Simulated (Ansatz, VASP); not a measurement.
Si3C in VASP and in Ansatz

```xyz
4
Lattice="0.0000 -2.3899 -2.3899 -2.3899 0.0000 -2.3899 2.6364 2.6364 -5.0263" Properties=species:S:1:pos:R:3 pbc="T T T"
C    -1.0947   -1.0947   -6.0750
Si    1.4584    1.4584   -6.2381
Si    0.0110    0.0110   -7.1806
Si    0.1800    0.1800   -2.5699
```

Alike in both runs: functional PBE; k mesh 6 × 6 × 6; occupations gaussian, width 0.1 eV; no spin polarisation.

Ansatz relaxed the structure, and its values are those at the end. VASP's run is a single point on that final structure, the one shown.

```csv
,VASP,Ansatz
version,VASP 6.6.1,Ansatz 0.2.0
potentials or method,"VASP PAW PBE potentials, release 64 (C, Si)","scalar-relativistic, plane waves, PAW"
plane-wave cutoff (eV),520,420
valence electrons in the cell,16,16
```

```tsv
	VASP	Ansatz	Ansatz less VASP
gap on the k mesh at the Fermi level (eV)	none	none	-
pressure (GPa)	-0.1	0.0	+0.07
rms of the force components (eV/Å)	0.015	0.015	-0.0001
```

A gap of «none» marks a metal or a gap that the smearing closes.

Caveats: the k mesh is coarse (spacing up to 0.36 Å⁻¹), so the values aren't converged.
